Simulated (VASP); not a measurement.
A run of VASP 6.6.1 is set up as follows.

File INCAR:

```
PREC = Accurate ; ENCUT = 520
EDIFF = 1E-6 ; ISMEAR = 0
SIGMA = 0.1 ; LREAL = False
LASPH = True ; NELM = 100
ALGO = Normal ; ISIF = 2
LWAVE = False ; LCHARG = False
GGA = CA ; NBANDS = 15
```

Contents of KPOINTS:

```
Automatic mesh
0
Gamma
  6 6 4
```

Contents of POSCAR:

```
MgI2
1.0
    4.1537001214      0.0000000000      0.0000000000
   -2.0768500607      3.5972098248      0.0000000000
    0.0000000000      0.0000000000      6.8620000000
Mg I
1 2
Direct
    0.0000000000      0.0000000000      0.0000000000
    0.3333333333      0.6666666667      0.7576300000
    0.6666666667      0.3333333333      0.2423700000
```

Potentials or basis: VASP PAW LDA potentials, release 64 (Mg, I).

Run with:

```console
$ cat potpaw_LDA.64/Mg/POTCAR potpaw_LDA.64/I/POTCAR > POTCAR
$ mpirun -np 1 vasp_std > vasp.out
```

(1) Estimate the largest force.

(2) Predict the band gap on the k mesh.

## Answers

(1) 0.138 eV/Å.

(2) 3.34 eV, indirect (least direct gap 3.43 eV).

Caveat: spin-orbit coupling is left out, which moves the levels of the heavy elements.
